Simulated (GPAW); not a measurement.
PtSe2 (Sudovikovite):

```
CELL_PARAMETERS angstrom
3.72400 0.00000 0.00000
-1.86200 3.22508 0.00000
0.00000 0.00000 5.06200
ATOMIC_POSITIONS crystal
Pt 0.00000 0.00000 0.00000
Se 0.66667 0.33333 0.75000
Se 0.33333 0.66667 0.25000
```

| Quantity | Value |
| --- | --- |
| Program | GPAW 26.7.0 |
| Task | relaxation of cell and atoms |
| Functional | BLYP |
| Potentials or basis | PAW data sets generated in the run's folder for this functional |
| Cutoff | 600 eV |
| Basis | pw |
| k mesh | 6 × 6 × 4 |
| Occupations | fermi-dirac, width 0.05 eV |
| Spin | no spin polarisation |

At the start: pressure 14.3 GPa; volume 20.27 Å³/atom.

Q: Where does the relaxation end?

A: Over 22 steps the energy falls by 153.9 meV/atom and the volume is 39.81 Å³/atom (+96.5 %); space group P-3m1 (No. 164, to 0.05 Å).

Step by step:
```tsv
step	energy change (eV)	largest force (eV/Å)	pressure (GPa)	volume (Å³)
1	0.0000	0.9910	14.26	60.80
2	-0.1393	0.5075	9.56	62.38
3	-0.2638	0.2514	2.09	65.77
4	-0.2722	0.3455	0.89	66.59
5	-0.2817	0.3833	-0.12	67.57
6	-0.2965	0.3383	-0.98	69.00
7	-0.3123	0.1685	-1.10	70.41
8	-0.3203	0.0146	-0.49	70.92
9	-0.3248	0.1161	0.14	70.89
10	-0.3320	0.2110	0.97	70.83
11	-0.3457	0.2874	1.89	71.20
12	-0.3715	0.3419	2.81	73.07
13	-0.3978	0.2254	2.44	76.09
14	-0.4243	0.0310	1.15	81.08
15	-0.4409	0.0226	0.50	87.21
16	-0.4493	0.0624	0.32	93.78
17	-0.4545	0.0638	0.18	100.51
18	-0.4585	0.0213	0.01	107.41
19	-0.4604	0.0493	0.15	113.26
20	-0.4617	0.0331	-0.05	119.19
21	-0.4622	0.0206	0.08	121.22
22	-0.4618	0.0014	0.00	119.43
```

Final structure:
```
Pt Se
1.0
     3.81743    0.00000    0.00000
    -1.90871    3.30599    0.00000
     0.00000    0.00000    9.46353
Pt Se
1 2
Direct
  0.00000 0.00000 0.00000
  0.66667 0.33333 0.85962
  0.33333 0.66667 0.14038
```

Caveat: later steps reuse the first step's grids; the volume moved by over 15 % at a fixed basis, so the end points are rough; the volume moved by +96 % from the deposited cell, more than functionals usually miss.
